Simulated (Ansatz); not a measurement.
Crystal: TaN.

```
CELL_PARAMETERS angstrom
2.93800 0.00000 0.00000
-1.46900 2.54438 0.00000
0.00000 0.00000 2.88300
ATOMIC_POSITIONS crystal
Ta 0.00000 0.00000 0.50000
N 0.66667 0.33333 0.00000
```

Base run:

* Program: Ansatz 0.2.0
* Functional: PBEsol
* Potentials or basis: Ansatz PAW
* Cutoff: 420 eV
* Density cutoff: 1680 eV
* k mesh: 10 × 10 × 9
* Occupations: fermi-dirac, width 0.05 eV
* Spin: no spin polarisation
* Hubbard terms: Ta d U = 5 eV

Its results: band gap on the k mesh none (metal or under the smearing width); pressure -0.1 GPa.

**Question.** After a change of settings the same cell gave: band gap on the k mesh none (metal or under the smearing width); pressure 1.1 GPa. Which change was it?
A. k mesh from 10 × 10 × 9 to 10 × 10 × 8; hubbard terms from Ta d U = 5 eV to none; hubbard projectors from ortho-atomic (the default) to none
B. functional from PBEsol to r2SCAN; cutoff from 420 eV to 500 eV; density cutoff from 1680 eV to 2000 eV; hubbard terms from Ta d U = 5 eV to none; hubbard projectors from ortho-atomic (the default) to none
C. hubbard terms from Ta d U = 5 eV to Ta d U = 6 eV
D. spin from no spin polarisation to spin-orbit coupling, no magnetisation; hubbard terms from Ta d U = 5 eV to none; hubbard projectors from ortho-atomic (the default) to none; potential files from those of the base run to others of the same set

**Answer.** C.

Caveats: U without spin polarisation on a metal has little footing; the PAW data sets come from PBE, with cores solved anew for the run's functional, which leaves a small shift of forces and pressure.

Not every run made on this cell is shown here.
